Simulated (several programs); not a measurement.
**TiO2 (rutile) from semi-empirical methods to plane-wave DFT**

Measured values to be reproduced:
- band gap: 3.05 eV (band gap; “Hydrogen related defects in titanium dioxide at the interface to palladium”; Literature gap; measurement temperature and type of gap (optical or fundamental) not stated; 2021; arxiv:2112.05953)
- volume: 10.41 Å³ an atom (from the lattice constants; a = b; “Hydrogen Impurity Defects in Rutile TiO2”; Experimental value quoted as DFT input; source and temperature not stated; 2015; pmc:4667266)

TiO2 in the rutile structure, relaxed with r2SCAN in Ansatz, was computed with several methods. It is tetragonal, P4_2/mnm (No. 136); a = 4.597 Å, c = 2.953 Å in the conventional setting, 10.40 Å³ an atom. Ti is surrounded by 6 O at 1.95–1.98 Å and 2 Ti at 2.95 Å; O is surrounded by 3 Ti at 1.95–1.98 Å. Spin-unpolarised throughout.

```cif
data_structure
_symmetry_space_group_name_H-M 'P4_2/mnm'
_symmetry_Int_Tables_number 136
_cell_length_a 4.5969
_cell_length_b 4.5969
_cell_length_c 2.9535
_cell_angle_alpha 90.000
_cell_angle_beta 90.000
_cell_angle_gamma 90.000
_cell_volume 62.41
loop_
_atom_site_label
_atom_site_type_symbol
_atom_site_symmetry_multiplicity
_atom_site_Wyckoff_symbol
_atom_site_fract_x
_atom_site_fract_y
_atom_site_fract_z
_atom_site_occupancy
Ti1 Ti 2 a 0.00000 0.00000 0.00000 1
O1 O 4 f 0.30464 0.30464 0.00000 1
```

Gaps and times are for a single point on this cell; volume and bulk modulus come from each method's own relaxation or energy curve at fixed shape, which is too stiff where a cell has free coordinates or axes. Times are rough, from shared hosts (Arm Neoverse N1; Arm Neoverse V1; NVIDIA H100 80GB HBM3), and each method has its own mesh and cell size. A dagger marks a closed or tiny gap in a crystal that DFT finds insulating: a failure of the method or a wrong SCF state. A double dagger marks a value from a curve with shape and coordinates held. The energy curve of PM7 (MOPAC) is jagged, so its SCF state, and with it the gap, is in doubt. PM6 (MOPAC), PM7 (MOPAC), GFN1-xTB (tblite), GFN2-xTB (tblite) treat a cluster of cells at its zone centre, which samples few k points: where these miss a band edge, the gap comes out too large for that reason alone. Gaps from k meshes are read at a limited set of points (mesh, symmetry points, PBE's band edges), so each method's own least gap may be somewhat smaller. xTB and the PM methods were fitted mostly to molecules, and can miss a solid's gap by electronvolts. Minimal bases can be far off for gaps. Times of the plane-wave ladder aren't listed, since it ran on unlike processors and cards. GLLB-SC's gap includes the derivative discontinuity. d marks a direct gap, i an indirect one (no mark: not told apart), a dash a value that wasn't computed or didn't pass its checks.

```csv
method,kind,gap (eV),own volume (Å³/atom),bulk modulus (GPa),atoms computed,processor time
PBEsol,semilocal,–,10.33,–,6,–
light PBE (260 eV and a coarse mesh),light plane-wave,1.86 d,–,–,6,1.9 s
LDA,semilocal,1.80 d,10.06,–,6,–
GFN1-xTB (tblite),tight binding,1.45,9.65‡,138‡,cluster,8.1 s
PBE,semilocal,1.89 d,10.65,227‡,6,–
GFN2-xTB (tblite),tight binding,0.83,–,–,cluster,13 s
PM7 (MOPAC),semi-empirical,0.14†,–,–,cluster,18 s
PBE/SZV (CP2K),small basis,1.34 d,–,–,6,24 s
r2SCAN,semilocal,2.22 d,10.40,252‡,6,–
PM6 (MOPAC),semi-empirical,9.67,–,–,cluster,32 s
GLLB-SC (GPAW),model potential,3.84,–,–,6,65 s
PBE/DZVP (CP2K),small basis,1.79 d,–,–,6,77 s
HSE06,hybrid,3.38 d,–,–,6,–
PBE0,hybrid,4.14 d,–,–,6,–
Hartree-Fock,exact exchange,12.48 i,–,–,6,–
DDH-PBE0,hybrid,3.00 d,–,–,6,–
```

Against HSE06 (3.38 eV) and with closed or daggered gaps left aside, the nearest gap at the points sampled is that of DDH-PBE0 (-0.38 eV) and the farthest that of Hartree-Fock (+9.10 eV). HSE06 is only a yardstick of convenience, and nearness to it can be luck.

Volumes against r2SCAN's: PBEsol -0.7 %, LDA -3.3 %, PBE +2.4 %.

Comparison with experiment:
- Band gap, measured 3.05 eV: light PBE (260 eV and a coarse mesh) -1.19 eV, LDA -1.25 eV, GFN1-xTB (tblite) -1.60 eV, PBE -1.16 eV, GFN2-xTB (tblite) -2.22 eV, PM7 (MOPAC) -2.91 eV, PBE/SZV (CP2K) -1.71 eV, r2SCAN -0.83 eV, PM6 (MOPAC) +6.62 eV, GLLB-SC (GPAW) +0.79 eV, PBE/DZVP (CP2K) -1.26 eV, HSE06 +0.33 eV, PBE0 +1.09 eV, Hartree-Fock +9.43 eV, DDH-PBE0 -0.05 eV.
- Volume, measured 10.41 Å³ an atom: PBEsol -0.8 %, LDA -3.4 %, PBE +2.3 %, r2SCAN -0.1 %.
The calculations are for a static lattice; samples hold vibrations, temperature and, in optical gaps, excitons. A measured value is shown where most reports agree with it, and only for the quantities listed.
